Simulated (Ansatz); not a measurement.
# A failed many-body run on GaN (F-43m)

A first try at the G0W0 gap of GaN (F-43m), what the program said, and an input that works.

Main program and level: Ansatz 0.2.0; G0W0 on PBE, plane waves, PAW; PAW set soft_1.

## (1) Set-up

It takes space group F-43m (No. 216, cubic). Conventional cell: a = 4.507 Å, b = 4.507 Å, c = 4.507 Å, α = 90.00°, β = 90.00°, γ = 90.00°. Ga has 4 N at 1.95 Å nearest. Nearest to N lie 4 Ga at 1.95 Å. Farther neighbours and most contacts between anions are not listed.

The cell and positions are those that the Materials Project relaxed with its own functionals (PBE, PBE+U or r2SCAN), kept fixed. This is not the form that GaN usually takes at ambient conditions.

## (2) First try

File input.yaml:

```yaml
crystal:
  lattice:
    - [0.0, 2.2535006075, 2.2535006075]
    - [2.2535006075, 0.0, 2.2535006075]
    - [2.2535006075, 2.2535006075, 0.0]
  atoms:
    - { symbol: Ga, position: [0.0, 0.0, 0.0] }
    - { symbol: "N", position: [0.75, 0.75, 0.75] }
kpoints:
  mp_grid: { grid: [4, 4, 4] }
hamiltonian:
  xc: pbe
  pseudopotentials: { kind: paw, azcp: { folder: soft_1 } }
scf:
  occupations: { method: fixed }
gw:
  n_empty_bands: 37
  ecut_chi: 10
  qp_bands: [v2, c2]
  qp_kpoints: band_edges
  screening: { model: contour_deformation }
```

Command:

```bash
$ ansatz run input.yaml --threads 3 --pin off --max-ram 92160MiB --backend cuda --events-out ev --progress --plain --runs-dir out --devices 1 --max-vram 13GiB
```

Numbers of over 12 decimals in the logs are rounded to 6 here.

The log of the run:

```text
GPUs: using 1 of 1 available (devices: 1).
Engine: ansatz 0.2.0, x86_64-unknown-linux-gnu
Pseudopotentials: kind: paw
Pseudopotential: Ga, paw, valence charge 13, recommended cutoff 420 eV (normal), soft_1/Ga.paw.azcp
Pseudopotential: N, paw, valence charge 5, recommended cutoff 420 eV (normal), soft_1/N.paw.azcp
Functional definition: PBE
  parameter kappa = 0.804
  parameter beta = 0.066725
  exchange = pbe_x(kappa = kappa, mu = beta*pi^2/3)
  correlation = pbe_c(beta = beta)
device memory: the entry about to start is reckoned to put 0.7 GiB on a device that reports 67.6 GiB free (of which the cap on the GPU budget leaves the run 13.0 GiB)
GPU FFT provider: cuFFT
GPU libraries: cuBLAS 13.8.2, cuFFT 12.4.0, cuSOLVER 12.3.4
Crystal: 2 atoms, lattice volume = 22.888 Å³
Basis set: ecut = 420 eV, 459 PW (Γ)
Bands: 13, of which v1, the nominal top of the filled ones, is band 9 counted from 1 (8 counted from 0)
Symmetry: 24 space group operations
Space group: F-43m (ITA 216), of the structure as read, at distance tolerance 2.8e-5 Å
k-points: 8 of 64 (time reversal used)
Non-local potential: Ga, projectors of the file, l = 0: 2, l = 1: 2, l = 2: 3, l = 3: 1
Non-local potential: N, projectors of the file, l = 0: 2, l = 1: 2, l = 2: 1
PAW form: soft (Blöchl's): semilocal exchange-correlation on the pseudo side does not see the compensation charge
PAW one-centre angular grid: Ga, 590 points (default); XC on 64 Gauss nodes
PAW one-centre angular grid: N, 110 points (default); XC on 64 Gauss nodes
Initial density: superposition of atomic densities (chi_scale 0.1, normalization cell, long waves kept (reshape's long-wave potential 0.00 eV rms))
Initial wavefunctions: pseudopotential atomic-orbital guess
GPU buffer pool allocated for 13824 grid points (all kernels)
GPU transforms: local potential and band sums: pruned to the plane-wave sphere, on 24×24×24
Functional: x = pbe(κ = 0.804, μ = 0.219515), c = pbe(β = 0.066725)
SCF iter   1: F=—  HF=-4168.548466 eV  |F-HF|=—  |Δ(HF+E_count)|=         —  Δρ=1.13e-1  dr2=2.60e0  ethr=3.10e-3  ⟨swp⟩=3.9  Hψ=459  notcnv=0  defer=10
preconditioner: auto → none  [insulator: Δε(μ)=2.563 eV  Ē_g=19.124 eV  n_scr=8 (ndim 8)  ℏωp=32.9 eV  f_vac=0.000  ε∞_Penn≈4.0]
SCF iter   2: F=—  HF=-4167.964377 eV  |F-HF|=—  |Δ(HF+E_count)|=   5.84e-1  Δρ=6.16e-2  dr2=5.23e-1  ethr=3.10e-3  ⟨swp⟩=2.2  Hψ=268  notcnv=0  defer=3
SCF iter   3: F=—  HF=-4167.844112 eV  |F-HF|=—  |Δ(HF+E_count)|=   1.20e-1  Δρ=2.04e-2  dr2=4.63e-2  ethr=2.91e-3  ⟨swp⟩=2.1  Hψ=157  notcnv=0  defer=14
SCF iter   4: F=—  HF=-4167.842391 eV  |F-HF|=—  |Δ(HF+E_count)|=   1.72e-3  Δρ=8.01e-3  dr2=6.60e-3  ethr=2.57e-4  ⟨swp⟩=2.1  Hψ=226  notcnv=0  defer=14
SCF iter   5: F=—  HF=-4167.839506 eV  |F-HF|=—  |Δ(HF+E_count)|=   2.88e-3  Δρ=8.02e-4  dr2=6.71e-5  ethr=3.66e-5  ⟨swp⟩=2.0  Hψ=189  notcnv=0  defer=14
SCF iter   6: F=—  HF=-4167.839548 eV  |F-HF|=—  |Δ(HF+E_count)|=   4.19e-5  Δρ=2.28e-4  dr2=6.66e-6  ethr=3.73e-7  ⟨swp⟩=2.0  Hψ=187  notcnv=0  defer=14
SCF iter   7: F=-4167.839548 eV  HF=-4167.839548 eV  |F-HF|=3.21e-8  |Δ(HF+E_count)|=   3.85e-7  Δρ=2.08e-5  dr2=4.69e-8  ethr=5.56e-10  ⟨swp⟩=3.8  Hψ=449  notcnv=0
SCF 1 converged in 7 iterations: F = -4167.839548 eV  dr2 = 4.69e-8
[...]
device memory: the entry about to start is reckoned to put 1.2 GiB on a device that reports 67.7 GiB free (of which the cap on the GPU budget leaves the run 13.0 GiB)
NSCF: frozen V_eff on 8 k-points
[...]
device memory: the entry about to start is reckoned to put 1.0 GiB on a device that reports 67.6 GiB free (of which the cap on the GPU budget leaves the run 13.0 GiB)
NSCF: frozen V_eff on 8 k-points
G₀W₀ screening: q 1/8
[... further progress lines ...]
device memory: the entry about to start is reckoned to put 0.3 GiB on a device that reports 66.5 GiB free (of which the cap on the GPU budget leaves the run 13.0 GiB)
NSCF: frozen V_eff on 1 k-points
SCF converged after 7 iterations
Free energy (F): -4167.839548 eV
Harris-Foulkes:  -4167.839548 eV  (|F-HF|=3.21e-8)
Internal energy: -4167.839548 eV  (E = F + TS)
E sigma→0 (E₀):  -4167.839548 eV
Fermi energy:    9.685740 eV
--- Per-component energies (eV) ---
  E_band       = -5.483139
  E_kinetic    = 241.096058
  E_local      = -1414.908442  (includes V_loc(G=0)·N_el)
  E_nonlocal   = -54.666308
  E_hartree    = 895.159389
  E_xc         = -122.305673
  E_vxc        = -130.929507  (∫ρ·V_xc dr)
  E_paw        = -2124.780437  (= ΣΔE_a)
  E_vpaw       = -436.399387  (= ΣTr[D̂ρ^β])
  E_aug_tail   = 0.000819  (compensation charges beyond the density's cutoff)
  E_ewald      = -1587.434954
  E_smearing   = -0.000000  (= −TS)
  E_closure    = 0.000000  (closes the sum)
  Σ components = -4167.839548   (vs F -4167.839548, Δ=0.00e0)
--- Band table (eV; the first three rows and the last of 8) ---
  k-point 0: bands = [... 5 lower, -3.5322, 9.6857, 9.6857, 9.6857, 11.3846, 19.9610, 19.9610, 19.9610]
  k-point 1: bands = [... 5 lower, -3.4707, 5.8147, 9.1633, 9.1633, 13.7261, 18.4453, 20.4170, 20.4170]
  k-point 2: bands = [... 5 lower, -2.2513, 2.6283, 8.7146, 8.7146, 14.2947, 18.3992, 20.0117, 20.0117]
  k-point 7: bands = [... 5 lower, -1.5311, 3.9696, 5.9799, 6.0327, 15.8832, 18.0580, 19.9179, 20.7819]
--- G₀W₀: contour deformation, 6 samples at zero and on the imaginary axis and 2 off it, 64 q-points, 37 empty bands' worth ---
  eigenvalues of the whole cell's RPA ε∞ on this k-mesh (on a slab, of 1 + 4πα/V) = 10.3817, 10.3817, 10.3817; static W/v taken at q = 0 is 0.096323
  bands read: the sum over 46 bands ends inside a degenerate multiplet in 2 slots, whose members it reads at an even weight; the widest, k=0: bands 45 to 47 (counted from 1) at 2/3 each
  gw.qp_kpoints: band_edges: 6 of 8 stored k-points solved, in 1 pass; an edge of the gap read off the rows below is read off those points alone
    valence top: of the k-points left out ik 4 came nearest to being solved in a further pass, in band 9 (counted from 1, as in the quasiparticle table): it holds the edge there only if its correction is more favourable than any solved in that band by at least 1.914 eV; those differ by 0.120 eV
    conduction bottom: of the k-points left out ik 4 came nearest to being solved in a further pass, in band 10 (counted from 1, as in the quasiparticle table): it holds the edge there only if its correction is more favourable than any solved in that band by at least 3.301 eV; those differ by 1.262 eV
  `?` marks the rows in doubt; gw_qp.tsv's column doubts and the gw_qp event give each row's grounds
    ik  band        ε_KS         Σx   Σc(E_QP)       V_xc       Z   E_QP_lin       E_QP  E_QP is
     0     8      9.6857   -24.0805     3.3796   -20.2585  0.8075     9.2376     9.2433  root
     0     9      9.6857   -24.0805     3.3796   -20.2585  0.8075     9.2376     9.2433  root
     0    10     11.3846   -11.1364    -3.6159   -15.7121  0.8149    12.3810    12.3444  root
     0    11     19.9610    -7.8245    -4.6549   -13.9022  0.7982    21.5437    21.3838  root ?
     1     8      9.1633   -23.4705     3.4751   -19.5260  0.8049     8.6873     8.6939  root
     1     9      9.1633   -23.4705     3.4751   -19.5260  0.8049     8.6873     8.6939  root
     1    10     13.7261   -10.7674    -3.9096   -15.8737  0.8095    14.9981    14.9229  root
     1    11     18.4453    -8.6996    -4.7228   -14.8300  0.7913    19.9942    19.8529  root ?
     2     8      8.7146   -22.9885     3.5802   -18.9190  0.8023     8.2181     8.2254  root
     2     9      8.7146   -22.9885     3.5802   -18.9190  0.8023     8.2181     8.2254  root
     2    10     14.2947    -9.9651    -4.0404   -15.2747  0.8134    15.6574    15.5640  root
     2    11     18.3992    -8.9787    -5.1958   -15.5142  0.7710    19.8617    19.7389  root ?
     3     8      8.1926   -22.5223     3.6653   -18.3234  0.7990     7.6499     7.6590  root
     3     9      8.1926   -22.5223     3.6653   -18.3234  0.7990     7.6499     7.6590  root
     3    10     14.2395   -10.0349    -3.9026   -14.9952  0.8072    15.3479    15.2972  root
     3    11     17.0525    -9.3317    -4.0331   -15.1780  0.8075    18.6787    18.8658  root ?
     5     8      6.4082   -21.2230     3.9504   -16.6485  0.7846     5.7701     5.7842  root
     5     9      8.6540   -22.8950     3.5636   -18.8360  0.8022     8.1511     8.1586  root
     5    10     16.1304   -10.7861    -4.1572   -16.8108  0.7985    17.8156    17.9979  root ?
     5    11     17.1727    -8.4029    -4.4129   -13.8625  0.7978    18.2719    18.2194  root
     6     8      6.9742   -21.2968     3.9474   -16.7873  0.7893     6.4015     6.4122  root
     6     9      6.9742   -21.2968     3.9474   -16.7873  0.7893     6.4015     6.4122  root
     6    10     13.0010    -8.5485    -3.6519   -12.8062  0.8169    13.6181    13.6067  root
     6    11     16.3199    -9.7970    -4.2210   -15.3440  0.8108    17.7588    17.6458  root ?
```

Run time: 9.3 s. Hardware: 1 × NVIDIA H100 80GB HBM3 (shared by 6 runs) with 3 threads of AMD EPYC 7R13 (Zen 3), shared host; peak memory 0.97 GiB.

**Diagnosis.**

The run ended normally, though the input holds a fault or crude settings.

The fault: screening cutoff of 10 eV. Nearly all local fields and short-range correlation are left out.

It printed a gap of 3.10 eV, which is an artefact of the settings.

## (3) A better input

G0W0 replaces the xc potential by the self-energy, built once from these orbitals. Only a window of levels is corrected, while the sums run over the empty bands that the input names. This step takes PAW set soft_1 files.

Changes to input.yaml since step 2:

```diff
@@ -9,3 +9,3 @@
 kpoints:
-  mp_grid: { grid: [4, 4, 4] }
+  mp_grid: { grid: [6, 6, 6] }
 hamiltonian:
@@ -16,4 +16,4 @@
 gw:
-  n_empty_bands: 37
-  ecut_chi: 10
+  n_empty_bands: 68
+  ecut_chi: 120
   qp_bands: [v2, c2]
```

The log of the run:

```text
GPUs: using 1 of 1 available (devices: 1).
[...]
GPU FFT provider: cuFFT
GPU libraries: cuBLAS 13.8.2, cuFFT 12.4.0, cuSOLVER 12.3.4
Crystal: 2 atoms, lattice volume = 22.888 Å³
Basis set: ecut = 420 eV, 459 PW (Γ)
Bands: 13, of which v1, the nominal top of the filled ones, is band 9 counted from 1 (8 counted from 0)
[... 1 set-up line as in the run before ...]
[...]
k-points: 16 of 216 (time reversal used)
[...]
GPU buffer pool allocated for 13824 grid points (all kernels)
[...]
SCF iter   1: F=—  HF=-4168.580142 eV  |F-HF|=—  |Δ(HF+E_count)|=         —  Δρ=1.12e-1  dr2=2.52e0  ethr=3.10e-3  ⟨swp⟩=4.0  Hψ=971  notcnv=0  defer=23
[...]
SCF iter   7: F=-4167.898508 eV  HF=-4167.898508 eV  |F-HF|=3.90e-8  |Δ(HF+E_count)|=   1.10e-6  Δρ=2.73e-5  dr2=7.23e-8  ethr=5.56e-10  ⟨swp⟩=3.8  Hψ=912  notcnv=0
SCF 1 converged in 7 iterations: F = -4167.898508 eV  dr2 = 7.23e-8
[...]
0     8      9.6432   -23.8986     3.1361   -20.2668  0.7647     9.1428     9.1475  root
     0     9      9.6432   -23.8986     3.1361   -20.2668  0.7647     9.1428     9.1475  root
     0    10     11.3598   -11.4771    -3.6547   -15.7129  0.7984    11.9465    11.9409  root
     0    11     19.9572    -7.8736    -5.3159   -13.9060  0.7907    20.6853    20.6736  root
     1     8      9.3721   -23.6003     3.1951   -19.8786  0.7640     8.8402     8.8456  root
     1     9      9.3721   -23.6003     3.1951   -19.8786  0.7640     8.8402     8.8456  root
     1    10     12.9712   -11.7743    -3.8300   -16.2814  0.7892    13.6570    13.6484  root
     1    11     18.9074    -8.2737    -5.2783   -14.2986  0.7862    19.6681    19.6540  root
[...]
14     8      5.9304   -21.2116     3.9068   -16.4901  0.7407     5.0931     5.1157  root
    14     9      7.2735   -21.4482     3.5512   -17.1657  0.7550     6.5284     6.5421  root
    14    10     16.1655    -9.3431    -4.5504   -14.4192  0.7867    16.6972    16.6912  root
    14    11     17.1580   -10.6567    -5.3041   -16.9566  0.7705    18.1836    18.1539  root
[key lines of the parts left out:]
SCF converged after 7 iterations
Free energy (F): -4167.898508 eV
Fermi energy:    9.643192 eV
```

The job ended after 16 s (1 × NVIDIA H100 80GB HBM3 (shared by 6 runs) with 3 threads; peak memory 0.98 GiB).

Numbers from this step:

| Item | Value |
| --- | --- |
| bands summed | 77 |
| RPA ε∞ on this mesh (eigenvalues) | 6.641, 6.641, 6.641 |
| plane waves in the screening matrix | 65 |
| q-points in the mesh | 216 |
| G0W0 gap on the mesh | 2.793 eV |
| k of the valence top | 0, 0, 0 |
| k of the conduction bottom | 0, 0, 0 |
| starting gap on the mesh | 1.717 eV |
| Z at the valence top | 0.7647 |
| Z at the conduction bottom | 0.7984 |
| least direct G0W0 gap on the computed points | 2.793 eV |

The gap on the mesh goes from 1.72 eV to 2.79 eV, a correction of +1.08 eV. Between the two edge states, bare exchange in place of the xc potential would open the gap by 7.87 eV, and correlation takes back 6.79 eV.

## (4) What came out

| Item | Value |
| --- | --- |
| first try | converged after 9.3 s |
| better run | G0W0 gap on the mesh 2.79 eV (6×6×6 mesh, 68 empty bands, screening to 120 eV, PAW set soft_1 files) |

In words: The second run differs in: mesh, empty bands and screening cutoff (eV). Bands and cutoff are finite, so the gap is not at the basis limit. The miss can reach some tenths of an eV and take either sign; the mesh is an error of its own. The many-body steps are scalar-relativistic: spin-orbit coupling is not in them.

[Paths, hosts, dates, memory and timing lines, banners, echoed tables and standing remarks are left out of the program output.]

[Logs are printed without paths, hosts, clocks, repeated set-up lines and the standing remarks that a program may print on its own settings, such as how far it seeks lower states.]

[Runs of the session that timed out or met a known fault of the program may be left out.]

[Cells called generated may have been cut or substituted from an entry of the Crystallography Open Database or the Materials Project.]

[Hosts, paths, dates, database ids (printed as entryN), source tags and the programs' standing remarks are cut or masked in the printed files.]
